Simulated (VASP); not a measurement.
**NaCl in VASP 6.6.1, single-point calculation**

INCAR

```
ISMEAR = -1
ALGO = Damped
NELM = 90
GGA = PE
SIGMA = 0.02
PREC = Accurate
LASPH = .TRUE.
LWAVE = .FALSE.
ISIF = 2
LCHARG = .FALSE.
TIME = 0.4
IBRION = -1
EDIFF = 1E-7
ENCUT = 520
NSW = 0
LREAL = .FALSE.
NBANDS = 14
```

KPOINTS

```
KPOINTS created by Atomic Simulation Environment
0
Gamma
8 8 8
0 0 0
```

POSCAR

```
Na Cl
 1.0000000000000000
     0.0000000000000000    2.7746718371000001    2.7746718371000001
     2.7746718371000001    0.0000000000000000    2.7746718371000001
     2.7746718371000001    2.7746718371000001    0.0000000000000000
 Na  Cl
   1   1
Cartesian
  0.0000000000000000  0.0000000000000000  0.0000000000000000
  2.7746718371000001  2.7746718371000001  2.7746718371000001
```

The recommended PBE PAW datasets give the neutral cell 14 valence electrons.

Command

```
mpirun -np 1 vasp_std
```

OSZICAR

```
N       E                     dE             d eps       ncg     rms           ort
DAV:   1     0.171335259829E+03    0.17134E+03   -0.65575E+03   406   0.119E+03
DAV:   2     0.320049989613E+02   -0.13933E+03   -0.12891E+03   406   0.324E+02
DAV:   3     0.434702667375E+00   -0.31570E+02   -0.29988E+02   406   0.159E+02
DAV:   4    -0.632346796656E+01   -0.67582E+01   -0.66382E+01   406   0.715E+01
DAV:   5    -0.689418004955E+01   -0.57071E+00   -0.56384E+00   406   0.206E+01
SDA:   6    -0.653980992399E+01    0.35437E+00   -0.27047E+00   406   0.676E+00   0.000E+00
DMP:   7    -0.670964828345E+01   -0.16984E+00   -0.61366E-01   406   0.873E-01   0.173E+00
DMP:   8    -0.673466236705E+01   -0.25014E-01   -0.17745E-01   406   0.551E-01  -0.282E-01
DMP:   9    -0.674581694268E+01   -0.11155E-01   -0.12399E-01   406   0.268E-01   0.111E-01
DMP:  10    -0.675283993240E+01   -0.70230E-02   -0.26262E-02   406   0.513E-02   0.376E-02
DMP:  11    -0.675398906478E+01   -0.11491E-02   -0.11993E-02   406   0.336E-02  -0.944E-03
DMP:  12    -0.675472593569E+01   -0.73687E-03   -0.57209E-03   406   0.117E-02   0.689E-03
DMP:  13    -0.675501274326E+01   -0.28681E-03   -0.11239E-03   406   0.270E-03   0.278E-04
DMP:  14    -0.675505370570E+01   -0.40962E-04   -0.60560E-04   406   0.177E-03  -0.659E-04
DMP:  15    -0.675509223331E+01   -0.38528E-04   -0.35343E-04   406   0.736E-04   0.387E-04
DMP:  16    -0.675511445973E+01   -0.22226E-04   -0.10966E-04   406   0.206E-04   0.178E-04
DMP:  17    -0.675512097081E+01   -0.65111E-05   -0.40646E-05   406   0.902E-05   0.298E-05
DMP:  18    -0.675512332668E+01   -0.23559E-05   -0.16589E-05   406   0.337E-05   0.204E-05
DMP:  19    -0.675512403198E+01   -0.70530E-06   -0.47557E-06   406   0.101E-05   0.461E-06
DMP:  20    -0.675512415435E+01   -0.12237E-06   -0.18492E-06   406   0.456E-06   0.163E-07
DMP:  21    -0.675512425627E+01   -0.10192E-06   -0.82039E-07   406   0.182E-06   0.600E-07
DMP:  22    -0.675512434720E+01   -0.90926E-07   -0.33868E-07   406   0.726E-07   0.317E-07
   1 F= -.67551243E+01 E0= -.67551243E+01  d E =-.139580E-10
```

From OUTCAR

```
k-points           NKPTS =     29   k-points in BZ     NKDIM =     29   number of bands    NBANDS=     14

   NELECT =      14.0000    total number of electrons

   dimension x,y,z NGX =    30 NGY =   30 NGZ =   30
   dimension x,y,z NGXF=    60 NGYF=   60 NGZF=   60

  energy-cutoff  :      520.00
  volume of cell :       42.72
      direct lattice vectors                 reciprocal lattice vectors
     0.000000000  2.774671837  2.774671837    -0.180201490  0.180201490  0.180201490
     2.774671837  0.000000000  2.774671837     0.180201490 -0.180201490  0.180201490
     2.774671837  2.774671837  0.000000000     0.180201490  0.180201490 -0.180201490

 k-points in reciprocal lattice and weights: KPOINTS created by Atomic Simulation Env
   0.00000000  0.00000000  0.00000000       0.002
   0.12500000  0.00000000  0.00000000       0.016
   0.25000000  0.00000000  0.00000000       0.016
   0.37500000  0.00000000  0.00000000       0.016
   0.50000000  0.00000000  0.00000000       0.008
   0.12500000  0.12500000  0.00000000       0.012
   0.25000000  0.12500000  0.00000000       0.047
   0.37500000  0.12500000  0.00000000       0.047
   ...

 E-fermi :  -0.0362

 k-point     1 :       0.0000    0.0000    0.0000
  band No.  band energies     occupation
      1     -21.1699      2.00000
      2     -21.1699      2.00000
      3     -21.1699      2.00000
      4     -13.2144      2.00000
      5      -0.4409      2.00000
      6      -0.4409      2.00000
      7      -0.4409      2.00000
      8       4.8608      0.00000
      9      10.7262      0.00000
     10      10.7262      0.00000
     11      10.7262      0.00000
     12      12.9515      0.00000
     13      12.9516      0.00000
     14      14.6951      0.00000

 k-point     2 :       0.1250    0.0000    0.0000
  band No.  band energies     occupation
      1     -21.1754      2.00000
      2     -21.1703      2.00000
      3     -21.1703      2.00000
      4     -13.1604      2.00000
      5      -0.8378      2.00000
      6      -0.4861      2.00000
      7      -0.4861      2.00000
      8       5.3762      0.00000
      9      10.1921      0.00000
     10      10.9313      0.00000
     11      10.9313      0.00000
     12      12.7079      0.00000
     13      12.7079      0.00000
     14      15.6130      0.00000

 k-point     3 :       0.2500    0.0000    0.0000
  band No.  band energies     occupation
      1     -21.1884      2.00000
      2     -21.1712      2.00000
      3     -21.1712      2.00000
      4     -13.0259      2.00000
      5      -1.6212      2.00000
      6      -0.5915      2.00000
      7      -0.5915      2.00000
      8       6.3529      0.00000
      9       9.6940      0.00000
     10      11.0542      0.00000
     11      11.0542      0.00000
     12      12.9408      0.00000
     13      12.9408      0.00000
     14      15.5666      0.00000

 k-point     4 :       0.3750    0.0000    0.0000
  band No.  band energies     occupation
      1     -21.2013      2.00000
      2     -21.1721      2.00000
      3     -21.1721      2.00000
      4     -12.8850      2.00000
      5      -2.2702      2.00000
      6      -0.6922      2.00000
      7      -0.6922      2.00000
      8       6.8586      0.00000
      9      10.1040      0.00000
     10      10.7843      0.00000
     11      10.7843      0.00000
     12      14.3349      0.00000
     13      14.3349      0.00000
     14      15.0171      0.00000

 ...

  Total        0.5840361      0.5840361      0.5840361      0.0000000      0.0000000      0.0000000
  in kB       21.9020822     21.9020822     21.9020822      0.0000000      0.0000000      0.0000000
  external PRESSURE =      21.9020822 kB  Pullay stress =       0.0000000 kB

 POSITION                                       TOTAL-FORCE (eV/Angst)
 -----------------------------------------------------------------------------------
      0.00000      0.00000      0.00000         0.000000     -0.000000      0.000000
      2.77467      2.77467      2.77467         0.000000      0.000000     -0.000000
 -----------------------------------------------------------------------------------
    total drift:                               -0.000000      0.000000      0.000000

  FREE ENERGIE OF THE ION-ELECTRON SYSTEM (eV)
  ---------------------------------------------------
  free  energy   TOTEN  =        -6.7551243472 eV

  energy  without entropy=       -6.7551243472  energy(sigma->0) =       -6.75512435
```

It converged. Results: gap between bands v and c on the k mesh 5.30 eV; least direct gap on the k mesh 5.30 eV; pressure 2.2 GPa. Band v is the last that the valence electrons fill when counted band by band, and c is the next.

For comparison, a separate PBE run of the intended cell, on usual settings and not on those above, gives a gap of 5.30 eV on its mesh and a pressure of 2.2 GPa.

The run above took about 15 s on one core of a shared host (Intel Xeon Platinum 8488C) and held 0.17 GiB at most.
